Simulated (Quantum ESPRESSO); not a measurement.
SrO:

```
Sr O
1.0
     0.00000    2.56630    2.56630
     2.56630    0.00000    2.56630
     2.56630    2.56630    0.00000
Sr O
1 1
Direct
  0.50000 0.50000 0.50000
  0.00000 0.00000 0.00000
```

| Item | Value |
| --- | --- |
| Program | Quantum ESPRESSO 7.5 |
| Task | phonons and Raman activities |
| Functional | LDA |
| Potentials or basis | JTH 2.0 LDA |
| Cutoff | 490 eV |
| Density cutoff | 2939 eV |
| k mesh | 6 × 6 × 6, shifted |
| Occupations | fermi-dirac, width 0.05 eV |
| Spin | no spin polarisation |
| Form of the LDA correlation | PW92 |
| Most SCF iterations | 120 |
| SCF threshold | 4e-10 Ry |
| Mixing ndim | 16 |
| Mixing beta | 0.05 |

The first run showed a gap, so the response started from a second, tighter run with fixed occupations.

Problem. Where do the zone-centre optical modes lie?

Solution. T1u at 219 cm⁻¹ (IR). Polar modes are given without the macroscopic field (transverse values).

Optical modes at Γ, degenerate ones joined, polar ones without the macroscopic field:
| cm⁻¹ | components | symmetry | active in | IR intensity, summed ((D/Å)²/amu) |
| --- | --- | --- | --- | --- |
| 219 | 3 | T1u | IR | 31.19 |

Non-resonant Raman activities from finite differences of the dielectric tensor, degenerate modes summed:
| cm⁻¹ | modes | symmetry | activity (Å⁴/amu) |
| --- | --- | --- | --- |
| 219 | 3 | T1u | 0.0 |
